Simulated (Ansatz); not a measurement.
The calculation used Ansatz 0.2.0, DFT PBE, scalar-relativistic, plane waves, PAW. All cells share a 420 eV cutoff and Γ-centred k meshes spaced at most about 0.3 Å⁻¹ (about 0.25 or finer for metals, 2π included). Spin is collinear.

Temperature and zero-point effects are left out.

Compare these two cells of AlCo₄, each relaxed at this level.

A. (parallel moments up to 1.6 μB)

Space group Cmmm (No. 65). a = 4.696 Å, b = 6.958 Å, c = 4.005 Å, α = 90.00°, β = 90.00°, γ = 90.00°
```tsv
atom	site	symmetry	x	y	z
Al	2b	mmm	0.5000	0.0000	0.0000
Co	4i	m2m	0.5000	0.3346	0.0000
Co	4h	2mm	0.2409	0.0000	0.5000
```

B. (parallel moments up to 1.5 μB)

Space group I4/mmm (No. 139). a = 5.853 Å, b = 5.853 Å, c = 4.205 Å, α = 90.00°, β = 90.00°, γ = 90.00°
```
atom  site  symmetry       x       y       z
  Al    2a     4/mmm  0.0000  0.0000  0.0000
  Co    8h      m.2m  0.6899  0.6899  0.0000
```

Problem. Which form is favoured at zero pressure, and by what margin per atom?

Solution. A is lower, by 75 meV/atom. A has space group Cmmm (No. 65), 13.1 Å³/atom and no gap on its mesh; B has space group I4/mmm (No. 139), 14.4 Å³/atom and no gap. Counting all near atoms (those within 1.25 times the shortest distance at each site; a plus sign parts nearer from farther groups; a slash parts the counts of unlike sites), A has Al 6+4, Co 8/2+8 and B has Al 12, Co 4+3. The denser one is the lower, and pressure would at first widen the difference. Even the lower one lies +0.38 eV/atom against the reference forms of the elements (uncorrected), so neither is stable at this level. Both come from invented guesses. The lowest form computed isn't among them: it has Al and Co ordered on fcc sites, space group R-3m (No. 166), 11.5 Å³/atom, is reached from a Materials Project cell and lies 0.40 eV/atom below the best shown.

Another magnetic order may lie lower. Cells relaxed within their symmetry can be saddle points. Some structure types and database cells were kept out of the candidates from the start, so a known form may be missing.

The preference for A follows the surroundings of Co rather than those of Al. Al has more near neighbours in B, but Co, the majority element, has only 4+3 there, against 8 or 2+8 in A. Cobalt's cohesion comes largely from its partly filled 3d band, which broadens as neighbours are added, so the open framework of B probably loses more Co–Co and Co–Al d bonding than its well-surrounded Al can return. The similar maximum moments give no sign that magnetism decides the order.

The ordered fcc form continues the trend, being both the densest and the lowest of the three, as expected for a cobalt-rich alloy in which Al substitutes on a close-packed lattice. The 75 meV/atom therefore ranks two unfavourable packings and says little about the alloy itself. Taken together, the energies put the fcc form only marginally below the elements. That doesn't establish it as a stable compound, since separation into cobalt and the strongly bound CsCl-type CoAl is the more demanding test.
